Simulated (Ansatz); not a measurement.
# AlN (P6_3mc): the equilibrium volume

Aim: the volume at which the pressure of AlN (P6_3mc) vanishes.

Program: Ansatz 0.2.0. Level of theory: DFT PBEsol, scalar-relativistic, plane waves, PAW. These are calculated values, not measurements.

3 further runs of the same task are left out: 3 set aside as unsound or not needed.

## Step 1: Starting point

It takes space group P6_3mc (No. 186, hexagonal). Conventional cell: a = 3.129 Å, b = 3.129 Å, c = 5.017 Å, α = 90.00°, β = 90.00°, γ = 120.00°. Al (site symmetry 3m) has 4 N at 1.90 to 1.91 Å as nearest neighbours. Around N (site symmetry 3m) lie 4 Al at 1.90 to 1.91 Å.

Structure file:

```cif
data_structure
_symmetry_space_group_name_H-M 'P 1'
_symmetry_Int_Tables_number 1
_cell_length_a 3.1286
_cell_length_b 3.1286
_cell_length_c 5.0170
_cell_angle_alpha 90.000
_cell_angle_beta 90.000
_cell_angle_gamma 120.000
_cell_volume 42.53
loop_
_atom_site_label
_atom_site_type_symbol
_atom_site_fract_x
_atom_site_fract_y
_atom_site_fract_z
_atom_site_occupancy
Al1 Al 0.66667 0.33333 0.49929 1
Al2 Al 0.33333 0.66667 0.99929 1
N1 N 0.66667 0.33333 0.88071 1
N2 N 0.33333 0.66667 0.38071 1
```

## Step 2: At the starting volume (PBEsol, 6×6×4 mesh)

File input.yaml:

```yaml
crystal:
  lattice:
    - [3.128588136, 0.0, 0.0]
    - [-1.564294068, 2.7094368037, 0.0]
    - [0.0, 0.0, 5.016955]
  atoms:
    - { symbol: Al, position: [0.66666667, 0.33333333, 0.499287] }
    - { symbol: Al, position: [0.33333333, 0.66666667, 0.999287] }
    - { symbol: "N", position: [0.66666667, 0.33333333, 0.880713] }
    - { symbol: "N", position: [0.33333333, 0.66666667, 0.380713] }
basis:
  ecutwfc: 420
kpoints:
  mp_grid: { grid: [6, 6, 4] }
hamiltonian:
  xc: pbesol
scf:
  occupations: { method: gaussian, width: 0.1 }
output:
  forces: true
  stress: true
  eigenvalues: true
```

Launch:

```console
> ansatz run input.yaml --threads 8 --pin off --max-ram 14336MiB --backend cpu --events-out ev --progress --plain --runs-dir out
```

What it wrote, shortened:

```text
Warning: RAYON_NUM_THREADS=8 ignored (pool sized by the plan → 8); use --threads N
[...]
Pseudopotentials: kind: paw
Pseudopotential: Al, paw, valence charge 3, recommended cutoff 420 eV (normal), Al.paw.azcp
Pseudopotential: N, paw, valence charge 5, recommended cutoff 420 eV (normal), N.paw.azcp
Functional definition: PBEsol
[...]
Crystal: 4 atoms, lattice volume = 42.527 Å³
Basis set: ecut = 420 eV, 833 PW (Γ), exchange–correlation on 48×48×72 points (8 copies of the dense FFT grid, shifted against one another)
Bands: 12, of which v1, the nominal top of the filled ones, is band 8 counted from 1 (7 counted from 0)
Symmetry: 12 space group operations
Space group: P63mc (ITA 186), of the structure as read, at distance tolerance 3.5e-5 Å
k-points: 21 of 144 (time reversal used)
[...]
SCF iter   1: F=—  HF=-1811.922269 eV  |F-HF|=—  |Δ(HF+E_count)|=         —  Δρ=1.02e-2  dr2=4.77e-2  ethr=1.77e-3  ⟨swp⟩=5.2  Hψ=1594  notcnv=0
[...]
SCF iter   6: F=-1811.908466 eV  HF=-1811.908466 eV  |F-HF|=5.91e-12  |Δ(HF+E_count)|=  2.04e-10  Δρ=2.86e-7  dr2=1.96e-11  ethr=2.64e-12  ⟨swp⟩=1.0  Hψ=735  notcnv=0
[...]
SCF converged after 6 iterations
Free energy (F): -1811.908466 eV
[...]
E sigma→0 (E₀):  -1811.908466 eV
Fermi energy:    8.839399 eV
[...]
--- Forces (eV/Å), atoms counted from 1 ---
  atom   1  Al     0.00000000     0.00000000    -0.00719773
  atom   2  Al     0.00000000    -0.00000000    -0.00719773
  atom   3  N      0.00000000    -0.00000000     0.00719468
  atom   4  N     -0.00000000     0.00000000     0.00719468
[...]
--- Stress (GPa, compression-positive) ---
       -3.067449       0.000000      -0.000000
       -0.000000      -3.067449      -0.000000
       -0.000000      -0.000000      -3.259151
  P = ⅓ Tr σ = -3.1313 GPa (-31.313 kbar)
--- Band table (eV; the first three rows and the last of 21) ---
  k-point 0: bands = ["-8.1852", "-6.0677", "0.8902", "6.0118", "6.0118", "6.6563", "6.6563", "6.8554", "10.8234", "13.2881", "17.2113", "17.7877"]
[...]
```

Wall time 0.4 s (8 threads of Arm Neoverse V1, shared host); peak memory 0.31 GiB.

This gives: volume 10.632 Å³/atom, pressure -3.13 GPa, mesh gap 3.97 eV.

[end of part 1 of 2]
